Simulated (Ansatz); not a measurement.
# Zn (fcc type): the cost of one run

Program: Ansatz 0.2.0. Level of theory: DFT, PBE, all-electron LAPW, scalar-relativistic. These are calculated values, not measurements.

This is Zn in the fcc structure; at room conditions it is hcp.

**1. The system as given**

The structure is cubic, space group Fm-3m (No. 225). Conventional cell: a = 3.335 Å, b = 3.335 Å, c = 3.335 Å, α = 90.00°, β = 90.00°, γ = 90.00°. Zn (site symmetry m-3m) is surrounded by 12 Zn at 2.36 Å.

Structure file:

```cif
data_structure
_symmetry_space_group_name_H-M 'Fm-3m'
_symmetry_Int_Tables_number 225
_cell_length_a 3.3351
_cell_length_b 3.3351
_cell_length_c 3.3351
_cell_angle_alpha 90.000
_cell_angle_beta 90.000
_cell_angle_gamma 90.000
_cell_volume 37.10
loop_
_atom_site_label
_atom_site_type_symbol
_atom_site_symmetry_multiplicity
_atom_site_Wyckoff_symbol
_atom_site_fract_x
_atom_site_fract_y
_atom_site_fract_z
_atom_site_occupancy
Zn1 Zn 4 a 0.00000 0.00000 0.00000 1
```

The file gives the conventional cell by its symmetry; the runs use the cell typed in the input.

**2. Fcc relaxed under pressure, LAPW**

Contents of input.yaml:

```yaml
crystal:
  lattice:
    - [0.0, 1.6675529691, 1.6675529691]
    - [1.6675529691, 0.0, 1.6675529691]
    - [1.6675529691, 1.6675529691, 0.0]
  atoms:
    - { symbol: Zn, position: [0.0, 0.0, 0.0] }
kpoints:
  mp_grid: { grid: [20, 20, 20] }
scf:
  occupations: { method: fermi_dirac, width: 0.1 }
hamiltonian:
  xc: pbe
  pseudopotentials: { kind: all_electron, lapw: { basis_error: 0.0005 } }
output:
  forces: true
  stress: true
  eigenvalues: true
relax:
  f_tol: 0.005
  max_steps: 12
  cell: { p_target: 120.0, stress_tol: 0.06 }
```

The run is started by

```bash
ansatz run input.yaml --threads 2 --pin off --max-ram 5120MiB --backend cpu --events-out ev --progress --plain --runs-dir out
```

**Question.** How long does this run take on 2 threads of Arm Neoverse V2, shared host, and how much memory does it need?

About 15 s, with a peak of 0.43 GiB.
